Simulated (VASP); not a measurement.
## MgB2: electron localisation function with LDA

Crystal: MgB2.

```
CELL_PARAMETERS angstrom
3.08500 0.00000 0.00000
-1.54250 2.67169 0.00000
0.00000 0.00000 3.52300
ATOMIC_POSITIONS crystal
Mg 0.00000 0.00000 0.00000
B 0.66667 0.33333 0.50000
B 0.33333 0.66667 0.50000
```

```yaml
Program: VASP 6.6.1
Task: electron localisation function
Functional: LDA
Potentials_or_basis: VASP PAW LDA potentials, release 64 (Mg, B)
Cutoff: 520 eV
k_mesh: 10 × 10 × 8
Occupations: gaussian, width 0.02 eV
Spin: no spin polarisation
Further_INCAR_settings: ALGO = Normal; EDIFF = 1e-06
```

```
Pressure               : -8.0 GPa
Band gap on the k mesh : none (metal or under the smearing width)
```

Stress tensor (GPa, compression positive):
```
-7.95  0.00  0.00
 0.00 -7.95  0.00
 0.00  0.00 -8.15
```

Levels at points of the mesh, in eV from the Fermi level:
```
           k point  band 2  band 3  band 4  band 5  band 6  band 7
(0.00, 0.00, 0.00)   -2.96    0.33    0.33    1.60    6.24    6.24
(0.50, 0.00, 0.00)   -7.79   -2.19    0.18    3.02    3.87    5.26
(0.00, 0.00, 0.50)   -7.47    0.71    0.71    6.58    6.58    7.85
(0.50, 0.00, 0.50)   -6.87   -3.60   -1.89   -1.37    5.74    8.54
```

Wall time 13 s on 1 thread of AMD EPYC 7R43 64-Core Processor (Zen 3), on a shared host, peak memory 0.11 GiB.
